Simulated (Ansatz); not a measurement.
# Cu: equation of state with LDA

Cu:

```
Cu
1.0
     2.53410    0.00000    0.00000
    -1.26705    2.19459    0.00000
     0.00000    0.00000    4.11257
Cu
2
Direct
  0.66667 0.33333 0.75000
  0.33333 0.66667 0.25000
```

This isn't the form of Cu at room conditions, which is fcc.

* Program: Ansatz 0.2.0
* Task: equation of state
* Functional: LDA
* Potentials or basis: all-electron LAPW, scalar-relativistic
* Basis error allowed: 0.001 eV/atom
* k mesh: 12 × 12 × 7
* Occupations: fermi-dirac, width 0.05 eV
* Spin: no spin polarisation

```json
{
 "Equilibrium volume": "10.90 Å³/atom",
 "Bulk modulus at fixed shape and positions": "187 GPa",
 "Pressure derivative of the bulk modulus": "5.0"
}
```

Energy against volume, from the lowest point:
```tsv
volume (Å³/atom)	energy (meV/atom)
10.749	1.03
10.978	0.00
11.207	4.34
11.436	13.43
11.664	26.70
11.893	43.61
12.122	63.79
```

All runs of the series together: 81 s on 1 thread of Arm Neoverse V2, on a shared host.

Caveat: the cell was scaled at fixed shape and fractional positions, which overstates the stiffness of a crystal with free parameters, most of all of layers and chains.
